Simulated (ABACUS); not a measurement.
# AlN in ABACUS: the effect of functional

Crystal: AlN.

```xyz
4
Lattice="3.1130 0.0000 0.0000 -1.5565 2.6959 0.0000 0.0000 0.0000 4.9810" Properties=species:S:1:pos:R:3 pbc="T T T"
Al    1.5565    0.8986    2.4905
Al    0.0000    1.7973    0.0000
N     1.5565    0.8986    4.3833
N     0.0000    1.7973    1.8928
```

Alike in all runs:

```yaml
Program: ABACUS 3.10.1
Task: single point
Potentials_or_basis: PseudoDojo NC SR 0.4.1 PBE standard
Cutoff: 1361 eV
Density_cutoff: 5442 eV
Basis: DZP LCAO (the cutoffs set its grid)
k_mesh: 10 × 10 × 6
Occupations: fermi-dirac, width 0.05 eV
Spin: no spin polarisation
```

| functional | gap on the mesh (eV) | pressure (GPa) |
| --- | --- | --- |
| LDA | 4.50 | 2.2 |
| PBEsol | 4.50 | 2.6 |
| revPBE | ? | ? |
| SOGGA | 4.41 | 1.5 |

Task: What does the run with functional revPBE give?

Result: gap on the mesh 4.63 eV; pressure 5.4 GPa.

Caveats: the atomic orbitals were generated for these runs and aren't a published set; the potentials were made for another functional, which shifts forces and pressure; the basis of atomic orbitals isn't converged, which shifts pressures, moduli and gaps.

A k mesh can miss the band edges.

Runs at the PBE level aren't shown here.
